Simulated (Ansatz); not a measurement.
Rutile GeO2

Method: r²SCAN-D4 in Ansatz (PAW).

Run with plane-wave cutoff 500 eV, 8×8×10 k mesh (along the axes of the cell as run), gaussian smearing 0.02 eV, scalar-relativistic PAW data made under PBE.

Cell (relaxed at this level):

Space group P4₂/mnm (No. 136); a = b = 4.398 Å, c = 2.867 Å, α = β = γ = 90.00°

```json
[
 {"atom": "Ge", "site": "2a", "symmetry": "m.mm", "x": "0.0000", "y": "0.0000", "z": "0.0000"},
 {"atom": "O", "site": "4f", "symmetry": "m.2m", "x": "0.3058", "y": "0.3058", "z": "0.0000"}
]
```

```
Property                       Result
--------  ---------------------------
band gap  2.60 eV (on the SCF k mesh)
```

Measured, for comparison: band gap 4.68 eV (temperature not stated, not corrected to a static lattice, direct (forbidden), UV absorption; as tabulated in Mengle et al. (2019), arXiv:1905.10301).

Spin–orbit coupling is not included.

The computed numbers hold no vibrational or temperature effects.

Cost on a shared machine: roughly 70 core-seconds.

Ansatz is a quantum-chemistry and plane-wave program.
